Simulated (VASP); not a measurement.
# Al (Fm-3m) in VASP: further runs

Runs on Al. Level: PBE+D3(BJ). Tasks: relaxation of cell and atoms.

Everything below comes from runs of VASP 6.6.1. Logs are shortened: lines on timing, memory, paths and dates and some standing lists are left out, and cuts for length are marked.

**1. Starting point**

Symmetry: Fm-3m, No. 225, cubic system. The conventional cell has a = 4.050 Å, b = 4.050 Å, c = 4.050 Å, α = 90.00°, β = 90.00°, γ = 90.00°. Around Al (site symmetry m-3m) lie 12 Al at 2.86 Å.

**2. Relaxation of cell and atoms, PBE+D3(BJ)**

The input, INCAR:

```
PREC     = Accurate       # precision mode
ENCUT    = 520            # plane-wave cutoff, eV
EDIFF    = 1E-7           # SCF threshold, eV
ISMEAR   = 0              # smearing method
SIGMA    = 0.1            # smearing width, eV
LREAL    = False          # projectors in reciprocal space
LASPH    = True           # aspherical terms in the spheres
NELM     = 60             # most SCF steps
ALGO     = Normal         # electronic algorithm
ISIF     = 3              # what is computed and relaxed
LWAVE    = False          # write WAVECAR
LCHARG   = False          # write CHGCAR
GGA      = PE             # functional
IVDW     = 12             # dispersion correction
IBRION   = 2              # ionic algorithm
NSW      = 80             # ionic steps
EDIFFG   = -0.002         # ionic threshold
```

The input, KPOINTS:

```
Automatic mesh
0
Gamma
  18 18 18
```

The input, POSCAR:

```
Al
1.0
    0.0000000000      2.0248050000      2.0248050000
    2.0248050000      0.0000000000      2.0248050000
    2.0248050000      2.0248050000      0.0000000000
Al
1
Direct
    0.0000000000      0.0000000000      0.0000000000
```

Potentials or basis: VASP PAW PBE potentials, release 64 (Al).

Command:

```
$ cat potpaw_PBE.64/Al/POTCAR > POTCAR
$ mpirun -np 1 vasp_std > vasp.out
```

OUTCAR:

```text
PREC = Accurate
   ENCUT = 520
   EDIFF = 1E-7
   ISMEAR = 0
   LREAL = False
   LASPH = True
   NELM = 60
   ISIF = 3
   GGA = PE
   IVDW = 12
   IBRION = 2
   NSW = 80
   EDIFFG = -0.002
 IVDW          = 12

 ion  position               nearest neighbor table
   1  0.000  0.000  0.000-

  LATTYP: Found a face centered cubic cell.
 ALAT       =     4.0496100000

  Lattice vectors:

 A1 = (   0.0000000000,   2.0248050000,   2.0248050000)
 A2 = (   2.0248050000,   0.0000000000,   2.0248050000)
 A3 = (   2.0248050000,   2.0248050000,   0.0000000000)

Analysis of symmetry for initial positions (statically):
=====================================================================
 Subroutine PRICEL returns:
 Original cell was already a primitive cell.

 Routine SETGRP: Setting up the symmetry group for a
 face centered cubic supercell.

 Subroutine GETGRP returns: Found 48 space group operations
 (whereof 48 operations were pure point group operations)
 out of a pool of 48 trial point group operations.

The static configuration has the point symmetry O_h .

Analysis of symmetry for dynamics (positions and initial velocities):
=====================================================================
 Subroutine PRICEL returns:
 Original cell was already a primitive cell.

 Routine SETGRP: Setting up the symmetry group for a
 face centered cubic supercell.

 Subroutine GETGRP returns: Found 48 space group operations
 (whereof 48 operations were pure point group operations)
 out of a pool of 48 trial point group operations.

The dynamic configuration has the point symmetry O_h .

 Subroutine INISYM returns: Found 48 space group operations
 (whereof 48 operations are pure point group operations),
 and found     1 'primitive' translations

----------------------------------------------------------------------------------------

                                     Primitive cell

  volume of cell :      16.6027

  direct lattice vectors                    reciprocal lattice vectors
     0.000000000  2.024805000  2.024805000    -0.246937359  0.246937359  0.246937359
     2.024805000  0.000000000  2.024805000     0.246937359 -0.246937359  0.246937359
     2.024805000  2.024805000  0.000000000     0.246937359  0.246937359 -0.246937359

  length of vectors
     2.863506692  2.863506692  2.863506692     0.427708053  0.427708053  0.427708053

  position of ions in fractional coordinates (direct lattice)
     0.000000000  0.000000000  0.000000000

  ion indices of the primitive-cell ions
   primitive index   ion index
                 1           1

----------------------------------------------------------------------------------------

 KPOINTS: Automatic mesh

Automatic generation of k-mesh.
 Grid dimensions read from file:
 generate k-points for:   18   18   18

 Generating k-lattice:

  Cartesian coordinates                     Fractional coordinates (reciprocal lattice)
    -0.013718742  0.013718742  0.013718742     0.055555556  0.000000000  0.000000000
     0.013718742 -0.013718742  0.013718742     0.000000000  0.055555556  0.000000000
     0.013718742  0.013718742 -0.013718742     0.000000000  0.000000000  0.055555556

  Length of vectors
     0.023761558  0.023761558  0.023761558

  Shift w.r.t. Gamma in fractional coordinates (k-lattice)
     0.000000000  0.000000000  0.000000000

 Subroutine IBZKPT returns following result:
 ===========================================

 Found    195 irreducible k-points:

 Following reciprocal coordinates:
            Coordinates               Weight
  0.000000  0.000000  0.000000      1.000000
  0.055556  0.000000  0.000000      8.000000
  0.111111  0.000000  0.000000      8.000000
  0.166667  0.000000  0.000000      8.000000
  0.222222  0.000000  0.000000      8.000000
  0.277778  0.000000  0.000000      8.000000
[... 16 lines left out ...]
 -0.277778  0.055556  0.000000     24.000000
 -0.222222  0.055556  0.000000     24.000000
 [... further k-points ...]
   k-points           NKPTS =    195   k-points in BZ     NKDIM =    195   number of bands    NBANDS=      5
   number of dos      NEDOS =    301   number of ions     NIONS =      1
   total plane-waves  NPLWV =  13824
   dimension x,y,z NGX =    24 NGY =   24 NGZ =   24
   dimension x,y,z NGXF=    48 NGYF=   48 NGZF=   48
   ions per type =               1
   NGX,Y,Z   is equivalent  to a cutoff of  13.93, 13.93, 13.93 a.u.
   NGXF,Y,Z  is equivalent  to a cutoff of  27.87, 27.87, 27.87 a.u.
 SYSTEM =  unknown system
   PREC   = accura    normal or accurate (medium, high low for compatibility)
   ISTART =      0    job   : 0-new  1-cont  2-samecut
   ICHARG =      2    charge: 1-file 2-atom 10-const
   ISPIN  =      1    spin polarized calculation?
   LNONCOLLINEAR =      F non collinear calculations
   LSORBIT =      F    spin-orbit coupling
   LASPH  =      T    aspherical Exc in radial PAW
   ENCUT  =  520.0 eV  38.22 Ry    6.18 a.u.   5.32  5.32  5.32*2*pi/ulx,y,z
   NELM   =     60;   NELMIN=  2; NELMDL= -5     # of ELM steps
   EDIFF  = 0.1E-06   stopping-criterion for ELM
   LREAL  =      F    real-space projection
   EDIFFG = -.2E-02   stopping-criterion for IOM
   NSW    =     80    number of steps for IOM
   IBRION =      2    ionic relax: 0-MD 1-quasi-New 2-CG
   NFREE  =      1    steps in history (QN), initial steepest desc. (CG)
   ISIF   =      3    stress and relaxation
   ISYM   =      2    0-nonsym 1-usesym 2-fastsym
   POTIM  = 0.5000    time-step for ionic-motion
   TEBEG  =    0.0;   TEEND  =   0.0 temperature during run
   PSTRESS=    0.0 pullay stress
   NELECT =       3.0000    total number of electrons
   NUPDOWN=      -1.0000    fix difference up-down
   EMIN   =  10.00;   EMAX   =-10.00  energy-range for DOS
   EFERMI =   0.00;   METHOD = LEGACY
   ISMEAR =     0;   SIGMA  =   0.10  broadening in eV -4-tet -1-fermi 0-gaus
   EFERMI_NEDOS =   21; number of points for ismear=-14 and -15
   IALGO  =     38    algorithm
   IMIX   =      4    mixing-type and parameters
     AMIX     =   0.40;   BMIX     =  1.00
     AMIX_MAG =   1.60;   BMIX_MAG =  1.00
  volume/ion in A,a.u.               =      16.60       112.04
  Fermi-wavevector in a.u.,A,eV,Ry     =   0.925526  1.748991 11.654733  0.856599
  Thomas-Fermi vector in A             =   2.051390
   LORBIT       =      0    0 simple, 1 ext, 2 COOP (PROOUT), +10 PAW based schemes
   GGA     = PE    functional components
   LHFCALC =     F    Hartree Fock is set to
   AEXX    =    0.0000 exact exchange contribution
   IVDW    =    12    specifies the selected vdW correction
   LEPSILON=     F    determine dielectric tensor
   LRPA    =     F    only Hartree local field effects (RPA)
 conjugate gradient relaxation of ions
 non-spin polarized calculation
 Gauss-broadening in eV      SIGMA  =   0.10
  energy-cutoff  :      520.00
  volume of cell :       16.60
 maximum number of plane-waves:       459
 NGX is ok and might be reduce to    24
   NGX = 11   NGY = 11   NGZ = 11

--------------------------------------- Ionic step        1  -------------------------------------------

 number of electron       3.0000000 magnetization

 Free energy of the ion-electron system (eV)
  ---------------------------------------------------
  ext. energy  EPLUGINS =         0.00000000
  ---------------------------------------------------
  free energy    TOTEN  =        -3.74436380 eV

  energy without entropy =       -3.74148553  energy(sigma->0) =       -3.74292466

------------------------ aborting loop because EDIFF is reached ----------------------------------------

 Edisp (eV)   -0.33416

 E8    (eV) :    -0.1494

  FORCE on cell =-STRESS in cart. coord.  units (eV):
  Direction    XX          YY          ZZ          XY          YZ          ZX
  --------------------------------------------------------------------------------------
  -------------------------------------------------------------------------------------
  Total      -0.39890    -0.39890    -0.39890    -0.00000    -0.00000    -0.00000
  in kB     -38.49396   -38.49396   -38.49396    -0.00000    -0.00000    -0.00000
  external pressure =      -38.49 kB  Pullay stress =        0.00 kB
[... 59 lines left out ...]
  energy  without entropy=       -4.0857582971  energy(sigma->0) =       -4.08720698

--------------------------------------- Ionic step        3  -------------------------------------------

 number of electron       3.0000000 magnetization

 Free energy of the ion-electron system (eV)
  ---------------------------------------------------
  ext. energy  EPLUGINS =         0.00000000
  ---------------------------------------------------
  free energy    TOTEN  =        -3.73657797 eV

  energy without entropy =       -3.73364162  energy(sigma->0) =       -3.73510979

 E-fermi :   8.4693     XC(G=0): -10.3591

 val. band max:        8.4683898493   @ k =  -0.4444   0.3333   0.1111
 cond. band min:       8.4942026385   @ k =  -0.2222   0.3889   0.1667
 fundamental gap:      0.0258127892
 Fermi energy:         8.4693015828

 k-point     1 :       0.0000    0.0000    0.0000
  band No.  band energies     occupation
      1      -2.9727      2.00000
      2      21.3437      0.00000
      3      21.3437      0.00000
      4      21.3437      0.00000
      5      23.1803      0.00000

 k-point     2 :       0.0556    0.0000    0.0000
  band No.  band energies     occupation
      1      -2.8863      2.00000
      2      19.8487      0.00000
      3      21.0698      0.00000
      4      21.0698      0.00000
      5      23.5912      0.00000
[... 169 lines left out ...]
 k-point    24 :      -0.2222    0.0556    0.0000
  band No.  band energies     occupation
      1      -1.2830      2.00000
      2      12.4150      0.00000
      3      18.0406      0.00000
      4      20.9656      0.00000
      5      22.7637      0.00000

 [... further k-points ...]

------------------------ aborting loop because EDIFF is reached ----------------------------------------

 Edisp (eV)   -0.35231

 E8    (eV) :    -0.1577

  FORCE on cell =-STRESS in cart. coord.  units (eV):
  Direction    XX          YY          ZZ          XY          YZ          ZX
  --------------------------------------------------------------------------------------
  -------------------------------------------------------------------------------------
  Total       0.00059     0.00059     0.00059    -0.00000    -0.00000     0.00000
  in kB       0.06003     0.06003     0.06003    -0.00000    -0.00000     0.00000
  external pressure =        0.06 kB  Pullay stress =        0.00 kB
[... 16 lines left out ...]
  FREE ENERGIE OF THE ION-ELECTRON SYSTEM (eV)
  ---------------------------------------------------
  free  energy   TOTEN  =        -4.0888917848 eV

  energy  without entropy=       -4.0859554303  energy(sigma->0) =       -4.08742361

 reached required accuracy - stopping structural energy minimisation
```

Run time: 27 s. Hardware: 1 thread of AMD EPYC 7R13 (Zen 3), shared host; peak memory 0.12 GiB.

Results:

```
Free energy                            : -4.0889 eV
Relaxed volume                         : 15.78 Å³/atom
Relaxed cell                           : a = 2.815 Å, b = 2.815 Å, c = 2.815 Å, α = 60.00°, β = 60.00°, γ = 60.00°
Space group after relaxing (to 0.05 Å) : Fm-3m (No. 225)
Energy gained by relaxing              : 10.4 meV/atom
Ionic steps                            : 3
Pressure after relaxing                : 0.0 GPa
Band gap on the k mesh                 : none (metal or under the smearing width)
Dispersion energy per atom             : -0.352 eV
```

Step by step:
```tsv
step	energy change (eV)	largest force (eV/Å)	pressure (GPa)	volume (Å³)
1	0.0000	0.0000	-3.85	16.60
2	-0.0101	0.0000	0.65	15.66
3	-0.0104	0.0000	0.01	15.78
```

Final structure:
```
Al
1.0
     0.00000    1.99077    1.99077
     1.99077    0.00000    1.99077
     1.99077    1.99077    0.00000
Al
1
Direct
  0.00000 0.00000 0.00000
```

Levels at points of the mesh, in eV from the Fermi level:
```
           k point  band 1  band 2  band 3  band 4
(0.00, 0.00, 0.00)  -11.44   12.87   12.87   12.87
(0.50, 0.00, 0.00)   -4.77   -4.44   11.67   11.67
(0.50, 0.50, 0.00)   -3.03   -1.61    5.27    5.81
```

Caveat: pairwise dispersion overbinds metals, which lowers pressure and volume.

**3. Relaxation of cell and atoms, PBE+D3(BJ)**

This run uses another cell than the first one, of 15.78 Å³/atom, 0.950 times its volume.

INCAR is that of step 2.

KPOINTS is that of step 2.

The input, POSCAR:

```
Al                                      
1.0
    0.0000000000      1.9907736748      1.9907736748
    1.9907736748     -0.0000000000      1.9907736748
    1.9907736748      1.9907736748     -0.0000000000
  Al            
     1
Direct
     0.0000000000000000    0.0000000000000000    0.0000000000000000
```

Potentials or basis: VASP PAW PBE potentials, release 64 (Al).

Command:

```
$ cat potpaw_PBE.64/Al/POTCAR > POTCAR
$ mpirun -np 1 vasp_std > vasp.out
```

Run time: 12 s. Hardware: 1 thread of AMD EPYC 7R13 (Zen 3), shared host; peak memory 0.12 GiB.

The run converged. Its results:

```yaml
Free_energy: -4.0888 eV
Pressure_after_relaxing: 0.0 GPa
Band_gap_on_the_k_mesh: none (metal or under the smearing width)
Dispersion_energy_per_atom: -0.352 eV
```

Final structure:
```cif
data_structure
_symmetry_space_group_name_H-M 'P 1'
_symmetry_Int_Tables_number 1
_cell_length_a 2.8154
_cell_length_b 2.8154
_cell_length_c 2.8154
_cell_angle_alpha 60.000
_cell_angle_beta 60.000
_cell_angle_gamma 60.000
_cell_volume 15.78
loop_
_atom_site_label
_atom_site_type_symbol
_atom_site_fract_x
_atom_site_fract_y
_atom_site_fract_z
_atom_site_occupancy
Al1 Al 0.00000 0.00000 0.00000 1
```

Levels at points of the mesh, in eV from the Fermi level:
| k point | band 1 | band 2 | band 3 | band 4 |
| --- | --- | --- | --- | --- |
| (0.00, 0.00, 0.00) | -11.44 | 12.87 | 12.87 | 12.87 |
| (0.50, 0.00, 0.00) | -4.77 | -4.44 | 11.67 | 11.67 |
| (0.50, 0.50, 0.00) | -3.03 | -1.61 | 5.27 | 5.81 |

Caveat: the relaxation stopped at its first step, so nothing moved; pairwise dispersion overbinds metals, which lowers pressure and volume.
